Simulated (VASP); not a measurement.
# ZnSe (Stilleite) (F-43m) in VASP: a series of runs

The runs below take ZnSe (Stilleite) through G0W0 quasiparticle levels, with PBE.

Everything below comes from runs of VASP 6.6.1. Logs are shortened: lines on timing, memory, paths and dates and some standing lists are left out, and cuts for length are marked.

## (1) The crystal as given

Symmetry: F-43m, No. 216, cubic system. The conventional cell has a = 5.668 Å, b = 5.668 Å, c = 5.668 Å, α = 90.00°, β = 90.00°, γ = 90.00°. Se (site symmetry -43m) is surrounded by 4 Zn at 2.45 Å. Zn (site symmetry -43m) is surrounded by 4 Se at 2.45 Å.

## (2) G0W0 quasiparticle levels, PBE

Input file POSCAR:

```
ZnSe
1.0
    0.0000000000      2.8338000000      2.8338000000
    2.8338000000      0.0000000000      2.8338000000
    2.8338000000      2.8338000000      0.0000000000
Se Zn
1 1
Direct
    0.7500000000      0.7500000000      0.7500000000
    0.0000000000      0.0000000000      0.0000000000
```

Input file INCAR.step1:

```
ALGO = Normal
EDIFF = 1E-8
ENCUT = 450
GGA = PE
ISMEAR = 0
LASPH = True
LCHARG = False
LREAL = False
LWAVE = True
NELM = 100
PREC = Accurate
SIGMA = 0.01
```

Input file INCAR.step2:

```
ALGO = Exact
EDIFF = 1E-8
ENCUT = 450
GGA = PE
ISMEAR = 0
ISTART = 1
LASPH = True
LCHARG = False
LOPTICS = True
LREAL = False
LWAVE = True
NBANDS = 63
NELM = 1
PREC = Accurate
SIGMA = 0.01
```

Input file INCAR.step3:

```
ALGO = EVGW0
EDIFF = 1E-8
ENCUT = 450
ENCUTGW = 100
GGA = PE
ISMEAR = 0
ISTART = 1
LASPH = True
LCHARG = False
LREAL = False
LWAVE = False
NBANDS = 63
NBANDSGW = 17
NELMGW = 1
NOMEGA = 48
PREC = Accurate
PRECFOCK = Fast
SIGMA = 0.01
```

Input file KPOINTS:

```
k-points
0
Gamma
  3 3 3
```

Potentials or basis: VASP PAW PBE potentials, release 64 (Se_GW, Zn_GW).

Started as:

```console
> cat potpaw_PBE.64/Se_GW/POTCAR potpaw_PBE.64/Zn_GW/POTCAR > POTCAR
> cp INCAR.step1 INCAR
> mpirun -np 1 vasp_std > vasp.out
> cp INCAR.step2 INCAR
> mpirun -np 1 vasp_std > vasp.out
> cp INCAR.step3 INCAR
> mpirun -np 1 vasp_std > vasp.out
```

OUTCAR:

```text
EDIFF = 1E-8
   ENCUT = 450
   ENCUTGW = 100
   GGA = PE
   ISMEAR = 0
   ISTART = 1
   LASPH = True
   LREAL = False
   NELMGW = 1
   PREC = Accurate
   PRECFOCK = Fast

 Found      4 irreducible k-points:

 Following reciprocal coordinates:
            Coordinates               Weight
  0.000000  0.000000  0.000000      1.000000
  0.333333  0.000000  0.000000      8.000000
  0.333333  0.333333  0.000000      6.000000
 -0.333333  0.333333  0.000000     12.000000
   k-points           NKPTS =      4   k-points in BZ     NKDIM =     27   number of bands    NBANDS=     63
   number of dos      NEDOS =    301   number of ions     NIONS =      2
   total plane-waves  NPLWV =  21952
   dimension x,y,z NGX =    28 NGY =   28 NGZ =   28
   dimension x,y,z NGXF=    56 NGYF=   56 NGZF=   56
   ions per type =               1   1
   NGX,Y,Z   is equivalent  to a cutoff of  11.62, 11.62, 11.62 a.u.
   NGXF,Y,Z  is equivalent  to a cutoff of  23.23, 23.23, 23.23 a.u.
 SYSTEM =  unknown system
   PREC   = accura    normal or accurate (medium, high low for compatibility)
   ISTART =      1    job   : 0-new  1-cont  2-samecut
   ICHARG =      0    charge: 1-file 2-atom 10-const
   ISPIN  =      1    spin polarized calculation?
   LNONCOLLINEAR =      F non collinear calculations
   LSORBIT =      F    spin-orbit coupling
   LASPH  =      T    aspherical Exc in radial PAW
   ENCUT  =  450.0 eV  33.07 Ry    5.75 a.u.   6.93  6.93  6.93*2*pi/ulx,y,z
   NELM   =     60;   NELMIN=  2; NELMDL=  0     # of ELM steps
   EDIFF  = 0.1E-07   stopping-criterion for ELM
   LREAL  =      F    real-space projection
   EDIFFG = 0.1E-06   stopping-criterion for IOM
   NSW    =      0    number of steps for IOM
   IBRION =     -1    ionic relax: 0-MD 1-quasi-New 2-CG
   NFREE  =      0    steps in history (QN), initial steepest desc. (CG)
   ISIF   =      0    stress and relaxation
   ISYM   =      3    0-nonsym 1-usesym 2-fastsym
   POTIM  = 0.5000    time-step for ionic-motion
   TEBEG  =    0.0;   TEEND  =   0.0 temperature during run
   PSTRESS=    0.0 pullay stress
   NELECT =      18.0000    total number of electrons
   NUPDOWN=      -1.0000    fix difference up-down
   EMIN   =  10.00;   EMAX   =-10.00  energy-range for DOS
   EFERMI =   0.00;   METHOD = LEGACY
   ISMEAR =     0;   SIGMA  =   0.01  broadening in eV -4-tet -1-fermi 0-gaus
   EFERMI_NEDOS =   21; number of points for ismear=-14 and -15
   IALGO  =     38    algorithm
   IMIX   =      4    mixing-type and parameters
     AMIX     =   0.40;   BMIX     =  1.00
     AMIX_MAG =   1.60;   BMIX_MAG =  1.00
  volume/ion in A,a.u.               =      22.76       153.57
  Fermi-wavevector in a.u.,A,eV,Ry     =   1.201673  2.270834 19.647073  1.444019
  Thomas-Fermi vector in A             =   2.337476
   LORBIT       =      0    0 simple, 1 ext, 2 COOP (PROOUT), +10 PAW based schemes
   GGA     = PE    functional components
   LHFCALC =     T    Hartree Fock is set to
   PRECFOCK=fast      Normal, Fast or Accurate (Low or Medium for compatibility)
   ENCUT4O =  -1.0   cutoff for four orbital integrals eV
   NKREDX  =     1    reduce k-point grid by
   NKREDY  =     1    reduce k-point grid by
   NKREDZ  =     1    reduce k-point grid by
   AEXX    =    1.0000 exact exchange contribution
   HFSCREEN=    0.0000 screening length (either q_TF or 0.3 A-1)
   HFSCREENC=   0.0000 screening length for correlation (either q_TF or 0.3 A-1)
   ENCUTFOCK=  -1.0 apply spherical cutoff to Coloumb kernel
   IVDW    =     0    specifies the selected vdW correction
   LEPSILON=     F    determine dielectric tensor
   LRPA    =     F    only Hartree local field effects (RPA)
   LRPAFORCE           =     F    calculate RPA forces
   ENCUTGW             = 100.0    cutoff for response function in eV
   ENCUTGWSOFT         =  80.0    soft cutoff for Coulomb kernel in GW response function in eV
   ENCUTLF             =  -1.0    cutoff for local field effects
   NELMGW              =     1    number of iterations in solving QP/BSE equation
   NELMHF              =     1    number of iterations in the inner HF iteration
   NKREDLFX            =     1    NKREDLFY  =   1   NKREDLFZ  =   1
 non-spin polarized calculation
 Gauss-broadening in eV      SIGMA  =   0.01
  energy-cutoff  :      450.00
  volume of cell :       45.51
 maximum number of plane-waves:      1002
  NGX = 16; NGY = 16; NGZ = 16
   NGX = 13   NGY = 13   NGZ = 13
 maximum number of plane-waves:       113
 NGX is ok and might be reduce to    14

 QP shifts <psi_nk| G(iteration)W_0 |psi_nk>: iteration 1
 for sc-GW calculations column KS-energies equals QP-energies in previous step
 and V_xc(KS)=  KS-energies - (<T + V_ion + V_H > + <T+V_H+V_ion>^1  + <V_x>^1)

 k-point   1 :       0.0000    0.0000    0.0000
  band No.  KS-energies  QP-energies   sigma(KS)   V_xc(KS)     V^pw_x(r,r')   Z            occupation Imag(sigma)

      1     -10.5025     -10.8580     -12.8450     -12.3078     -19.8306       0.6618       2.0000       1.1844
      2      -3.8950      -5.6265     -22.2848     -19.7053     -30.8897       0.6713       2.0000       0.2423
      3      -3.8950      -5.6265     -22.2848     -19.7053     -30.8897       0.6713       2.0000       0.2423
      4      -3.8950      -5.6265     -22.2848     -19.7053     -30.8897       0.6713       2.0000       0.2423
      5      -3.5352      -5.3735     -23.2184     -20.4968     -32.0216       0.6754       2.0000       0.2166
      6      -3.5352      -5.3735     -23.2184     -20.4968     -32.0216       0.6754       2.0000       0.2166
[... 9 lines left out ...]
     16      14.1442      14.5091      -9.8332     -10.3197      -4.9907       0.7499       0.0000      -0.2753
     17      15.7309      15.6692      -7.6435      -7.5616      -2.2362       0.7532       0.0000      -0.5256

 k-point   2 :       0.3333    0.0000    0.0000
  band No.  KS-energies  QP-energies   sigma(KS)   V_xc(KS)     V^pw_x(r,r')   Z            occupation Imag(sigma)

      1      -9.9290     -10.2520     -13.2086     -12.7264     -20.0665       0.6699       2.0000       1.0822
      2      -3.8250      -5.5742     -22.4351     -19.8401     -31.0693       0.6741       2.0000       0.2397
      3      -3.8250      -5.5742     -22.4351     -19.8401     -31.0693       0.6741       2.0000       0.2397
      4      -3.7224      -5.3866     -21.4156     -18.9596     -29.5970       0.6776       2.0000       0.2480
      5      -3.5286      -5.3741     -23.2342     -20.5138     -32.0526       0.6784       2.0000       0.2185
      6      -3.5286      -5.3741     -23.2342     -20.5138     -32.0526       0.6784       2.0000       0.2185
[... 9 lines left out ...]
     16      13.7323      13.9992      -9.2502      -9.6043      -4.3199       0.7539       0.0000      -0.2981
     17      18.1579      18.5304      -8.8853      -9.3821      -2.9821       0.7499       0.0000      -0.7145

 k-point   3 :       0.3333    0.3333    0.0000
  band No.  KS-energies  QP-energies   sigma(KS)   V_xc(KS)     V^pw_x(r,r')   Z            occupation Imag(sigma)

      1      -9.7351     -10.0466     -13.3433     -12.8763     -20.1594       0.6671       2.0000       1.0430
      2      -3.8848      -5.5007     -20.9177     -18.5260     -28.9470       0.6756       2.0000       0.2494
      3      -3.7209      -5.4967     -22.7099     -20.0822     -31.4143       0.6758       2.0000       0.2378
      4      -3.7209      -5.4967     -22.7099     -20.0822     -31.4143       0.6758       2.0000       0.2378
      5      -3.5311      -5.3414     -22.9159     -20.2425     -31.6336       0.6771       2.0000       0.2254
      6      -3.4995      -5.3551     -23.3017     -20.5767     -32.1335       0.6810       2.0000       0.2166
[... 9 lines left out ...]
     16      17.9374      18.2629      -8.5785      -9.0119      -2.8043       0.7509       0.0000      -0.6658
     17      19.3955      19.6580      -9.1833      -9.5269      -3.5001       0.7639       0.0000      -0.8155

 k-point   4 :      -0.3333    0.3333    0.0000
  band No.  KS-energies  QP-energies   sigma(KS)   V_xc(KS)     V^pw_x(r,r')   Z            occupation Imag(sigma)

      1      -9.4978      -9.8007     -13.5775     -13.1236     -20.3582       0.6674       2.0000       0.9970
      2      -3.7977      -5.5261     -22.1030     -19.5462     -30.5782       0.6760       2.0000       0.2395
      3      -3.7177      -5.4925     -22.7120     -20.0899     -31.4135       0.6769       2.0000       0.2369
      4      -3.5758      -5.4089     -23.1005     -20.3898     -31.9116       0.6762       2.0000       0.2255
      5      -3.5272      -5.3750     -23.2239     -20.5059     -32.0440       0.6798       2.0000       0.2191
      6      -3.2992      -5.0706     -22.8296     -20.2218     -31.4303       0.6792       2.0000       0.2341
[... 9 lines left out ...]
     16      18.2675      18.5359      -8.6054      -8.9631      -2.8492       0.7504       0.0000      -0.6798
     17      18.9634      19.1042      -8.2623      -8.4479      -2.5833       0.7586       0.0000      -0.7011
```

OUTCAR.step2:

```text
EDIFF = 1E-8
   ENCUT = 450
   GGA = PE
   ISMEAR = 0
[... 537 lines left out ...]
  --------------------------------------------------------------------------------------------------------------
     0.00000    25.59370    25.59370    25.59370    -0.00000    -0.00000     0.00000
     0.87381    38.45659    38.45659    38.45659    -0.00000    -0.00000     0.00000
     1.74762    -0.48920    -0.48920    -0.48920    -0.00000    -0.00000     0.00000
     2.62143    16.19980    16.19980    16.19980    -0.00000    -0.00000     0.00000
     3.49524   -28.29535   -28.29535   -28.29535    -0.00000    -0.00000     0.00000
     4.36905     6.04515     6.04515     6.04515    -0.00000    -0.00000     0.00000
[... 92 lines left out ...]
    85.63340     0.93645     0.93645     0.93645     0.00000     0.00000    -0.00000
    86.50721     0.93793     0.93793     0.93793     0.00000     0.00000    -0.00000
```

It took 25 s on 1 thread of Intel Xeon 6975P-C (Granite Rapids), shared host; peak memory 0.28 GiB.

These settings aren't checked as converged: the numbers below hold their error.

What came out:

```
Band gap on the k mesh, mean-field level : 1.24 eV, direct
Quasiparticle gap                        : 2.34 eV
Least direct quasiparticle gap           : 2.34 eV
```

Caveat: the k mesh is coarse (spacing up to 0.64 Å⁻¹), so the values aren't converged; bands, screening cutoff and mesh are small and nothing is extrapolated, so the quasiparticle values aren't converged.

## (3) G0W0 quasiparticle levels, PBE

POSCAR is that of step 2.

Changes to INCAR.step1 since step 2:

```diff
@@ -2,3 +2,3 @@
 EDIFF = 1E-8
-ENCUT = 450
+ENCUT = 400
 GGA = PE
```

Changes to INCAR.step2 since step 2:

```diff
@@ -2,3 +2,3 @@
 EDIFF = 1E-8
-ENCUT = 450
+ENCUT = 400
 GGA = PE
```

Changes to INCAR.step3 since step 2:

```diff
@@ -2,4 +2,4 @@
 EDIFF = 1E-8
-ENCUT = 450
-ENCUTGW = 100
+ENCUT = 400
+ENCUTGW = 150
 GGA = PE
```

KPOINTS is that of step 2.

Potentials or basis: VASP PAW PBE potentials, release 64 (Se_GW, Zn_GW).

Started as:

```console
> cat potpaw_PBE.64/Se_GW/POTCAR potpaw_PBE.64/Zn_GW/POTCAR > POTCAR
> cp INCAR.step1 INCAR
> mpirun -np 1 vasp_std > vasp.out
> cp INCAR.step2 INCAR
> mpirun -np 1 vasp_std > vasp.out
> cp INCAR.step3 INCAR
> mpirun -np 1 vasp_std > vasp.out
```

OUTCAR:

```text
EDIFF = 1E-8
   ENCUT = 400
   ENCUTGW = 150
   GGA = PE
   ISMEAR = 0
   ISTART = 1
   LASPH = True
   LREAL = False
   NELMGW = 1
   PREC = Accurate
   PRECFOCK = Fast

 Found      4 irreducible k-points:

 Following reciprocal coordinates:
            Coordinates               Weight
  0.000000  0.000000  0.000000      1.000000
  0.333333  0.000000  0.000000      8.000000
  0.333333  0.333333  0.000000      6.000000
 -0.333333  0.333333  0.000000     12.000000
   k-points           NKPTS =      4   k-points in BZ     NKDIM =     27   number of bands    NBANDS=     63
   number of dos      NEDOS =    301   number of ions     NIONS =      2
   total plane-waves  NPLWV =  21952
   dimension x,y,z NGX =    28 NGY =   28 NGZ =   28
   dimension x,y,z NGXF=    56 NGYF=   56 NGZF=   56
   ions per type =               1   1
   NGX,Y,Z   is equivalent  to a cutoff of  11.62, 11.62, 11.62 a.u.
   NGXF,Y,Z  is equivalent  to a cutoff of  23.23, 23.23, 23.23 a.u.
 SYSTEM =  unknown system
   PREC   = accura    normal or accurate (medium, high low for compatibility)
   ISTART =      1    job   : 0-new  1-cont  2-samecut
   ICHARG =      0    charge: 1-file 2-atom 10-const
   ISPIN  =      1    spin polarized calculation?
   LNONCOLLINEAR =      F non collinear calculations
   LSORBIT =      F    spin-orbit coupling
   LASPH  =      T    aspherical Exc in radial PAW
   ENCUT  =  400.0 eV  29.40 Ry    5.42 a.u.   6.54  6.54  6.54*2*pi/ulx,y,z
   NELM   =     60;   NELMIN=  2; NELMDL=  0     # of ELM steps
   EDIFF  = 0.1E-07   stopping-criterion for ELM
   LREAL  =      F    real-space projection
   EDIFFG = 0.1E-06   stopping-criterion for IOM
   NSW    =      0    number of steps for IOM
   IBRION =     -1    ionic relax: 0-MD 1-quasi-New 2-CG
   NFREE  =      0    steps in history (QN), initial steepest desc. (CG)
   ISIF   =      0    stress and relaxation
   ISYM   =      3    0-nonsym 1-usesym 2-fastsym
   POTIM  = 0.5000    time-step for ionic-motion
   TEBEG  =    0.0;   TEEND  =   0.0 temperature during run
   PSTRESS=    0.0 pullay stress
   NELECT =      18.0000    total number of electrons
   NUPDOWN=      -1.0000    fix difference up-down
   EMIN   =  10.00;   EMAX   =-10.00  energy-range for DOS
   EFERMI =   0.00;   METHOD = LEGACY
   ISMEAR =     0;   SIGMA  =   0.01  broadening in eV -4-tet -1-fermi 0-gaus
   EFERMI_NEDOS =   21; number of points for ismear=-14 and -15
   IALGO  =     38    algorithm
   IMIX   =      4    mixing-type and parameters
     AMIX     =   0.40;   BMIX     =  1.00
     AMIX_MAG =   1.60;   BMIX_MAG =  1.00
  volume/ion in A,a.u.               =      22.76       153.57
  Fermi-wavevector in a.u.,A,eV,Ry     =   1.201673  2.270834 19.647073  1.444019
  Thomas-Fermi vector in A             =   2.337476
   LORBIT       =      0    0 simple, 1 ext, 2 COOP (PROOUT), +10 PAW based schemes
   GGA     = PE    functional components
   LHFCALC =     T    Hartree Fock is set to
   PRECFOCK=fast      Normal, Fast or Accurate (Low or Medium for compatibility)
   ENCUT4O =  -1.0   cutoff for four orbital integrals eV
   NKREDX  =     1    reduce k-point grid by
   NKREDY  =     1    reduce k-point grid by
   NKREDZ  =     1    reduce k-point grid by
   AEXX    =    1.0000 exact exchange contribution
   HFSCREEN=    0.0000 screening length (either q_TF or 0.3 A-1)
   HFSCREENC=   0.0000 screening length for correlation (either q_TF or 0.3 A-1)
   ENCUTFOCK=  -1.0 apply spherical cutoff to Coloumb kernel
   IVDW    =     0    specifies the selected vdW correction
   LEPSILON=     F    determine dielectric tensor
   LRPA    =     F    only Hartree local field effects (RPA)
   LRPAFORCE           =     F    calculate RPA forces
   ENCUTGW             = 150.0    cutoff for response function in eV
   ENCUTGWSOFT         = 120.0    soft cutoff for Coulomb kernel in GW response function in eV
   ENCUTLF             =  -1.0    cutoff for local field effects
   NELMGW              =     1    number of iterations in solving QP/BSE equation
   NELMHF              =     1    number of iterations in the inner HF iteration
   NKREDLFX            =     1    NKREDLFY  =   1   NKREDLFZ  =   1
 non-spin polarized calculation
 Gauss-broadening in eV      SIGMA  =   0.01
  energy-cutoff  :      400.00
  volume of cell :       45.51
 maximum number of plane-waves:       869
 NGX is ok and might be reduce to    28
  NGX = 16; NGY = 16; NGZ = 16
   NGX = 13   NGY = 13   NGZ = 13
 maximum number of plane-waves:       194

 QP shifts <psi_nk| G(iteration)W_0 |psi_nk>: iteration 1
 for sc-GW calculations column KS-energies equals QP-energies in previous step
 and V_xc(KS)=  KS-energies - (<T + V_ion + V_H > + <T+V_H+V_ion>^1  + <V_x>^1)

 k-point   1 :       0.0000    0.0000    0.0000
  band No.  KS-energies  QP-energies   sigma(KS)   V_xc(KS)     V^pw_x(r,r')   Z            occupation Imag(sigma)

      1     -10.5029     -10.8947     -12.8999     -12.3078     -19.8306       0.6616       2.0000       1.1833
      2      -3.8925      -5.3796     -21.9283     -19.7069     -30.8913       0.6694       2.0000       0.3297
      3      -3.8925      -5.3796     -21.9283     -19.7069     -30.8913       0.6694       2.0000       0.3297
      4      -3.8925      -5.3796     -21.9283     -19.7069     -30.8913       0.6694       2.0000       0.3297
      5      -3.5324      -5.1099     -22.8402     -20.4992     -32.0245       0.6738       2.0000       0.3124
      6      -3.5324      -5.1099     -22.8402     -20.4992     -32.0245       0.6738       2.0000       0.3124
[... 9 lines left out ...]
     16      14.1437      14.5353      -9.7972     -10.3196      -4.9905       0.7498       0.0000      -0.2809
     17      15.7303      15.6828      -7.6245      -7.5614      -2.2359       0.7532       0.0000      -0.5265
[... 46 lines left out ...]
      1      -9.4981      -9.8385     -13.6338     -13.1235     -20.3578       0.6671       2.0000       0.9974
      2      -3.7946      -5.2837     -21.7556     -19.5472     -30.5784       0.6743       2.0000       0.3262
      3      -3.7144      -5.2346     -22.3444     -20.0922     -31.4157       0.6750       2.0000       0.3266
      4      -3.5726      -5.1433     -22.7211     -20.3927     -31.9148       0.6746       2.0000       0.3195
      5      -3.5238      -5.1084     -22.8451     -20.5087     -32.0471       0.6782       2.0000       0.3145
      6      -3.2963      -4.8093     -22.4561     -20.2232     -31.4313       0.6776       2.0000       0.3208
[... 9 lines left out ...]
     16      18.2670      18.5355      -8.6050      -8.9627      -2.8486       0.7506       0.0000      -0.6819
     17      18.9629      19.1134      -8.2496      -8.4479      -2.5828       0.7586       0.0000      -0.7034
```

Wall time 25 s (1 thread of Intel Xeon 6975P-C (Granite Rapids), shared host); peak memory 0.25 GiB.

The run converged, but some of its settings lie outside the range that counts as converged, so its numbers aren't taken as properties of the crystal.

Results:

```yaml
Band_gap_on_the_k_mesh_mean-field_level: 1.24 eV, direct
Quasiparticle_gap: 2.33 eV
Least_direct_quasiparticle_gap: 2.33 eV
```

Caveat: the k mesh is coarse (spacing up to 0.64 Å⁻¹), so the values aren't converged; bands, screening cutoff and mesh are small and nothing is extrapolated, so the quasiparticle values aren't converged.

(Part 1 of 2 ends here.)
